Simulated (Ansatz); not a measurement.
Crystal: HfN.

```xyz
2
Lattice="2.8250 0.0000 0.0000 0.0000 2.8250 0.0000 0.0000 0.0000 2.8250" Properties=species:S:1:pos:R:3 pbc="T T T"
Hf    1.4125    1.4125    1.4125
N     0.0000    0.0000    0.0000
```

The cell was built by a generator and needn't be a form met in nature.

Base run:

```yaml
Program: Ansatz 0.2.0
Functional: PBE
Potentials_or_basis: Ansatz PAW
Cutoff: 420 eV
Density_cutoff: 1680 eV
k_mesh: 9 × 9 × 9
Occupations: fermi-dirac, width 0.05 eV
Spin: no spin polarisation
```

Its results: band gap on the k mesh none (metal or under the smearing width); pressure 0.1 GPa.

**Question.** The run is repeated on the same cell with these changes: functional from PBE to RPBE. What comes out?

**Answer.** Band gap on the k mesh none (metal or under the smearing width); pressure 4.8 GPa.

RPBE binds less tightly than PBE, so the same cell stands under more pressure.

Caveats: the potentials were made for another functional, which shifts forces and pressure (some runs); the PAW data sets come from PBE, with cores solved anew for the run's functional, which leaves a small shift of forces and pressure (some runs).

Not every run made on this cell is shown here.
